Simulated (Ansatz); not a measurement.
# Au: the crystal squeezed far

The task here is to estimate one member of a computed series from the others.

Program: Ansatz 0.2.0. Level of theory: DFT PBE, with the methods named in each step. These are calculated values, not measurements.

1 further run of the same task is left out (set aside as unsound or not needed).

## Starting point

It takes space group P6/mmm (No. 191, hexagonal). The conventional cell has a = 4.757 Å, b = 4.757 Å, c = 2.808 Å, α = 90.00°, β = 90.00°, γ = 120.00°. Au (site symmetry 6/mmm) is surrounded by 14 Au at 2.81 to 3.08 Å. Around Au (site symmetry -6m2) lie 11 Au at 2.75 to 3.08 Å.

Coordinates:

```cif
data_structure
_symmetry_space_group_name_H-M 'P 1'
_symmetry_Int_Tables_number 1
_cell_length_a 4.7568
_cell_length_b 4.7568
_cell_length_c 2.8077
_cell_angle_alpha 90.000
_cell_angle_beta 90.000
_cell_angle_gamma 120.000
_cell_volume 55.02
loop_
_atom_site_label
_atom_site_type_symbol
_atom_site_fract_x
_atom_site_fract_y
_atom_site_fract_z
_atom_site_occupancy
Au1 Au 0.00000 0.00000 0.00000 1
Au2 Au 0.33333 0.66667 0.50000 1
Au3 Au 0.66667 0.33333 0.50000 1
```

Whether this phase is the stable one at these pressures isn't tested.

Atoms are numbered in the order of the input: Au1, Au2, Au3.

The first run:

input.yaml reads:

```yaml
crystal:
  lattice:
    - [4.7568185335, 0.0, 0.0]
    - [-2.3784092667, 4.1195256912, 0.0]
    - [0.0, 0.0, 2.8076515955]
  atoms:
    - { symbol: Au, position: [0.0, 0.0, 0.0] }
    - { symbol: Au, position: [0.3333333333, 0.6666666667, 0.5] }
    - { symbol: Au, position: [0.6666666667, 0.3333333333, 0.5] }
kpoints:
  mp_grid: { grid: [9, 9, 12] }
  band_path:
    path:
      - [0.0, 0.0, 0.0]
      - [0.5, 0.0, 0.0]
      - [0.3333333333, 0.3333333333, 0.0]
      - [0.0, 0.0, 0.0]
      - [0.0, 0.0, 0.5]
      - [0.5, 0.0, 0.5]
      - [0.3333333333, 0.3333333333, 0.5]
      - [0.0, 0.0, 0.5]
      - [0.5, 0.0, 0.5]
    npoints: 14
scf:
  occupations: { method: fermi_dirac, width: 0.08 }
hamiltonian:
  xc: pbe
  pseudopotentials: { kind: all_electron, lapw: { basis_error: 0.001 } }
output:
  forces: true
  stress: true
  eigenvalues: true
  populations: true
  dos: { projected: true, de: 0.2, e_range: [-14, 8] }
```

Run with:

```console
ansatz run input.yaml --threads 1 --pin off --max-ram 3072MiB --backend cpu --events-out ev --progress --plain --runs-dir out
```

Among the steps run: The reference volume, LAPW; Volume scaled by 1, crystal datasets; Volume scaled by 1, norm-conserving; Volume scaled by 0.9, LAPW; Volume scaled by 0.9, norm-conserving; Volume scaled by 0.6, LAPW; Volume scaled by 0.5, LAPW; Volume scaled by 0.5, crystal datasets; Volume scaled by 0.5, norm-conserving; Volume scaled by 0.4, LAPW; Volume scaled by 0.4, crystal datasets; Volume scaled by 0.4, norm-conserving.

One of the session's tables, all rows but one given; the rest of the session is left out.

| method | volume over the first | volume (Å³/atom) | pressure (GPa) |
| --- | --- | --- | --- |
| LAPW | 1 | 18.339 | -0.02 |
| LAPW | 0.9 | 16.505 | 19.07 |
| LAPW | 0.6 | 11.004 | 285.36 |
| LAPW | 0.5 | 9.170 | 622.94 |
| LAPW | 0.4 | 7.336 | 1438.18 |
| PAW | 1 | 18.339 | -0.01 |
| PAW | 0.9 | 16.505 | 19.09 |
| PAW | 0.6 | 11.004 | 285.51 |
| PAW | 0.5 | 9.170 | 623.13 |
| PAW | 0.4 | 7.336 | 1437.83 |
| PAW (cutoff 600 eV) | 0.4 | 7.336 | 1437.40 |
| crystal datasets | 1 | 18.339 | -0.02 |
| crystal datasets | 0.5 | 9.170 | 622.93 |
| crystal datasets | 0.4 | 7.336 | 1438.17 |
| norm-conserving | 1 | 18.339 | 0.05 |
| norm-conserving | 0.9 | ? | ? |
| norm-conserving | 0.5 | 9.170 | 624.77 |
| norm-conserving | 0.4 | 7.336 | 1443.20 |

Estimate the missing values for norm-conserving, 0.9.

The run gave: volume (Å³/atom): 16.505; pressure (GPa): 19.19.

To keep in mind: Rows by PAW come from runs of the same series that aren't printed here. A fit over so wide a range leans to the high pressures, so B₀ can be off by several per cent. Spin-orbit coupling is left out, though the cell holds Au; in elements this heavy it can shift bands and gaps by tenths of an eV. Warnings in the runs' records: crystal datasets made.
